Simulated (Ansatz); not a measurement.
Runs of Ansatz 0.2.0 on BAs. The structure is cubic, space group F-43m (No. 216). The conventional cell has a = 4.777 Å, b = 4.777 Å, c = 4.777 Å, α = 90.00°, β = 90.00°, γ = 90.00°. As (site symmetry -43m) has 4 B at 2.07 Å as nearest neighbours. B (site symmetry -43m) is surrounded by 4 As at 2.07 Å. 

```csv
task,level,spin,cell,k mesh,points for each segment of the path,gap on the mesh (eV),pressure (GPa),relaxed volume (Å³/atom)
band structure,PBEsol,off,as given,10 × 10 × 10,14,1.09,-0.8,-
relaxation of cell and atoms,PBEsol,off,relaxed,10 × 10 × 10,-,1.08,0.0,13.55
band structure,LDA,"SOC, no magnetisation",as given,7 × 7 × 7,14,1.08,-3.9,-
band structure,LDA,off,as given,10 × 10 × 10,14,(b),-3.9,-
relaxation of cell and atoms,LDA,off,relaxed,10 × 10 × 10,-,(a),0.0,13.24
```

Alike in all rows: potentials or basis Ansatz PAW; cutoff (eV) 420; smearing fermi-dirac 0.05 eV.

Fill in the values left out.

(a) 1.10; (b) 1.13.

Caveats: the PAW data sets come from PBE, with cores solved anew for the run's functional, which leaves a small shift of forces and pressure; the plane-wave basis is chosen anew once the cell has moved, so the energies of steps on either side of that aren't comparable (some runs).

A k mesh can miss the band edges, and rows without SOC leave out spin-orbit coupling on As.

Runs at the PBE level aren't shown here.
